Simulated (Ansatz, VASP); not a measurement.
One calculation of PtS2, two programs

POSCAR

```
PtS2
1.0
    3.3906244359      0.0000000000      0.0000000000
   -1.6953122179      2.9363668962      0.0000000000
    0.0000000000      0.0000000000      5.1228306135
Pt S
1 2
Direct
    0.0000000000      0.0000000000      0.0000000000
    0.3333333333      0.6666666667      0.2545678988
    0.6666666667      0.3333333333      0.7454321012
```

Contents of INCAR.step1:

```
SYSTEM = PtS2
  PREC = Accurate
  ENCUT = 520
  ISMEAR = 0
  SIGMA = 0.01
  LREAL = .False.
  LASPH = .True.
  NELM = 100
  NBANDS = 18
  GGA = PE
  ALGO = Normal
  EDIFF = 1E-4
  LWAVE = .True.
  LCHARG = .False.
```

File INCAR.step2:

```
SYSTEM = PtS2
  PREC = Accurate
  ENCUT = 520
  EDIFF = 1E-7
  ISMEAR = 0
  SIGMA = 0.01
  LREAL = .False.
  LASPH = .True.
  NELM = 100
  ALGO = Normal
  ISIF = 2
  LWAVE = .False.
  LCHARG = .False.
  METAGGA = R2SCAN
  LMIXTAU = .True.
  NBANDS = 18
  ISTART = 1
```

The input KPOINTS:

```
regular mesh
0
Gamma
  12 12 6
  0 0 0
```

Input for Ansatz:

```yaml
crystal:
  lattice:
    - [3.3906244359, 0.0, 0.0]
    - [-1.6953122179, 2.9363668962, 0.0]
    - [0.0, 0.0, 5.1228306135]
  atoms:
    - { symbol: Pt, position: [0.0, 0.0, 0.0] }
    - { symbol: S, position: [0.3333333333, 0.6666666667, 0.2545678988] }
    - { symbol: S, position: [0.6666666667, 0.3333333333, 0.7454321012] }
kpoints:
  mp_grid: { grid: [12, 12, 6] }
  band_path:
    path:
      - [0.0, 0.0, 0.0]
      - [0.5, 0.0, 0.0]
      - [0.3333333333, 0.3333333333, 0.0]
      - [0.0, 0.0, 0.5]
      - [0.5, 0.0, 0.5]
      - [0.3333333333, 0.3333333333, 0.5]
      - [0.0, 0.25, 0.3333333333]
      - [0.0, 0.192708, 0.278646]
      - [0.0, 0.276042, 0.317708]
    npoints: 1
hamiltonian:
  xc: r2scan
scf:
  occupations: { method: fixed }
  n_extra_bands: 4
output:
  forces: true
  stress: true
  eigenvalues: true
```

Change from the starting cell: biaxial_xy strain -4.6%.

Alike in both runs: task single point; functional r2SCAN; k mesh 12 × 12 × 6; no spin polarisation.

```csv
,VASP,Ansatz
version,VASP 6.6.1,Ansatz 0.2.0
potentials or method,"VASP PAW PBE potentials, release 64 (Pt, S)","plane waves, PAW"
plane-wave cutoff (eV),520,500
occupations,"gaussian, width 0.01 eV",fixed
valence electrons in the cell,22,30
```

|  | VASP | Ansatz | Ansatz less VASP |
| --- | --- | --- | --- |
| gap on the k mesh at the Fermi level (eV) | 0.87 | 0.87 | +0.005 |
| pressure (GPa) | 12.6 | 12.7 | +0.04 |
| largest component of the traceless stress (GPa) | 7.47 | 7.45 | -0.018 |
| rms of the force components (eV/Å) | 0.022 | 0.022 | 0.0000 |

Atom by atom the forces differ by 0.000 eV/Å (rms over components). The two sets of potentials don't hold the same shells in valence.

Caveats: the PAW data sets were made with another functional, which shifts forces and pressure a little (VASP); spin-orbit coupling is left out, which moves the levels of the heavy elements. A k mesh can miss the band edges.
